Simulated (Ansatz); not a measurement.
Trial structure of SiC, not yet relaxed:

```cif
data_structure
_symmetry_space_group_name_H-M 'P 1'
_symmetry_Int_Tables_number 1
_cell_length_a 5.4003
_cell_length_b 5.4003
_cell_length_c 5.4003
_cell_angle_alpha 109.716
_cell_angle_beta 95.896
_cell_angle_gamma 124.050
_cell_volume 113.93
loop_
_atom_site_label
_atom_site_type_symbol
_atom_site_fract_x
_atom_site_fract_y
_atom_site_fract_z
_atom_site_occupancy
Si1 Si 0.34491 0.39600 0.74091 1
Si2 Si 0.15509 0.89600 0.05110 1
Si3 Si 0.84491 0.10400 0.94890 1
Si4 Si 0.65509 0.60400 0.25909 1
Si5 Si 0.75000 0.25000 0.50000 1
Si6 Si 0.25000 0.75000 0.50000 1
C1 C 0.34491 0.10400 0.44890 1
C2 C 0.15509 0.60400 0.75909 1
C3 C 0.25000 0.25000 0.00000 1
C4 C 0.75000 0.75000 0.00000 1
C5 C 0.84491 0.39600 0.24091 1
C6 C 0.65509 0.89600 0.55110 1
```

Computed with Ansatz 0.2.0, DFT PBE, scalar-relativistic, plane waves, PAW. Plane waves to 420 eV, a k mesh through Γ of 4×4×4 on the computed 12-atom cell and Gaussian smearing (0.10 eV); no spin polarisation.

The zero of energy is the elements' standard structures at the same level; no fitted shifts are applied.

Problem. How far from equilibrium is it?

Solution. The pressure is 35.6 GPa (the mean over three directions, positive in compression), the largest force is 1.74 eV/Å, and the energy is +0.42 eV/atom against the elements. The shortest distance is 1.81 Å.

Problem. How much does it gain on relaxing, and where does it end?

Solution. Relaxing gains about 0.21 eV/atom in 11 ionic steps and ends at +0.213 eV/atom on the finer mesh. The symmetry stays Ibam (No. 72). The volume per atom grows by 15.1 %, from 9.5 to 10.9 Å³. The shortest distance goes from 1.81 Å (Si–C) to 1.87 Å (Si–C). Conventional cell: a = 6.269 Å, b = 7.560 Å, c = 5.536 Å. Si on a site of symmetry m is surrounded by 4 C at 1.87–1.95 Å and 1 Si at 2.51 Å; around Si on a site of symmetry 222 lie 4 C at 1.93 Å; C on a site of symmetry m is surrounded by 4 Si at 1.89–1.95 Å; 1 more site not described.

The last run used an 8×8×8 mesh for its 12-atom cell and Gaussian smearing of 0.02 eV. The reference form of C is held partly by dispersion forces, which this level lacks. The relaxation can't lower the symmetry of the start. A structure relaxed within its symmetry needn't be a true minimum.
